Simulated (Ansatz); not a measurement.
# SnGe2: a trial structure relaxed

The task: take a trial cell of SnGe2 to zero force and stress.

Computed with Ansatz 0.2.0 (DFT PBE, scalar-relativistic, plane waves, PAW, unless a step's input says otherwise).

## Step 1: Starting point

Symmetry: C2/m, No. 12, monoclinic system. Conventional cell: a = 9.847 Å, b = 4.294 Å, c = 3.227 Å, α = 90.00°, β = 102.39°, γ = 90.00°. Sn (site symmetry 2/m) is surrounded by 10 Ge at 3.04 to 3.23 Å and 2 Sn at 3.23 Å. Ge (site symmetry m) is surrounded by 7 Ge at 3.04 to 3.23 Å and 5 Sn at 3.04 to 3.23 Å.

As a file:

```cif
data_structure
_symmetry_space_group_name_H-M 'P 1'
_symmetry_Int_Tables_number 1
_cell_length_a 5.3713
_cell_length_b 5.3713
_cell_length_c 3.2275
_cell_angle_alpha 101.342
_cell_angle_beta 101.342
_cell_angle_gamma 47.115
_cell_volume 66.64
loop_
_atom_site_label
_atom_site_type_symbol
_atom_site_fract_x
_atom_site_fract_y
_atom_site_fract_z
_atom_site_occupancy
Sn1 Sn 0.00000 0.00000 0.00000 1
Ge1 Ge 0.66667 0.66667 0.66667 1
Ge2 Ge 0.33333 0.33333 0.33333 1
```

The start is an ordering of an alloy on its end members' structure types: elements ordered on the sites of the Ga type, Ge/Sn on Ga (C2/m, No. 12).

## Step 2: A first look at the guess

input.yaml

```yaml
crystal:
  lattice:
    - [4.92367074, -2.1467719, 0.0]
    - [4.92367074, 2.1467719, 0.0]
    - [-0.69241918, 0.0, 3.15233253]
  atoms:
    - { symbol: Sn, position: [0.0, 0.0, 0.0] }
    - { symbol: Ge, position: [0.66666667, 0.66666667, 0.66666667] }
    - { symbol: Ge, position: [0.33333333, 0.33333333, 0.33333333] }
basis:
  ecutwfc: 420
kpoints:
  mp_grid: { grid: [4, 4, 6] }
hamiltonian:
  xc: pbe
scf:
  occupations: { method: gaussian, width: 0.1 }
  lower_state_search: "off"
output:
  forces: true
  stress: true
  eigenvalues: true
```

Run with:

```
> ansatz run input.yaml --threads 1 --pin off --max-ram 2560MiB --backend cpu --events-out ev --progress --plain --runs-dir out
```

The session goes on with these runs: relaxation on the finer mesh.

Q: Predict the outcome of this session. Wanted: conventional cell; volume; energy over the elements, grey Sn; gap on the mesh.

As calculated:

| quantity | value |
| --- | --- |
| symmetry at the end (tolerance 0.05 Å) | space group C2/m (No. 12) |
| conventional cell | a = 11.457 Å, b = 3.711 Å, c = 3.216 Å, α = 90.00°, β = 102.72°, γ = 90.00° |
| volume | 22.23 Å³/atom |
| energy over the elements, grey Sn | +0.23 eV/atom |
| gap on the mesh | none (metal) |

What this shows: The space group C2/m (No. 12) is kept, at nearly the size of the first guess. The formation energy is positive, so the separate elements lie lower. No finished test with a distortion of lower symmetry is shown, so the end may be a saddle point.
